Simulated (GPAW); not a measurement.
The system is BP.

```
P B
1.0
     0.00000    2.26900    2.26900
     2.26900    0.00000    2.26900
     2.26900    2.26900    0.00000
P B
1 1
Direct
  0.75000 0.75000 0.75000
  0.00000 0.00000 0.00000
```

- Program: GPAW 26.7.0
- Task: relaxation of cell and atoms
- Functional: PBEsol
- Dispersion: D4
- Potentials or basis: PAW data sets generated in the run's folder for this functional
- Cutoff: 800 eV
- Basis: pw
- k mesh: 10 × 10 × 10
- Occupations: fermi-dirac, width 0.05 eV
- Spin: no spin polarisation

At the start: pressure -4.5 GPa; volume 11.68 Å³/atom.

Task: Where does the relaxation end?

Result: Over 3 steps the energy falls by 4.1 meV/atom and the volume is 11.37 Å³/atom (-2.7 %); space group F-43m (No. 216, to 0.05 Å).

Step by step:
| step | energy change (eV) | largest force (eV/Å) | pressure (GPa) | volume (Å³) |
| --- | --- | --- | --- | --- |
| 1 | 0.0000 | 0.0000 | -4.46 | 23.36 |
| 2 | -0.0038 | 0.0000 | -3.35 | 23.20 |
| 3 | -0.0083 | 0.0000 | 0.09 | 22.73 |

Final structure:
```
P B
1.0
     0.00000    2.24836    2.24836
     2.24836    0.00000    2.24836
     2.24836    2.24836    0.00000
P B
1 1
Direct
  0.75000 0.75000 0.75000
  0.00000 0.00000 0.00000
```

Caveat: later steps reuse the first step's grids.
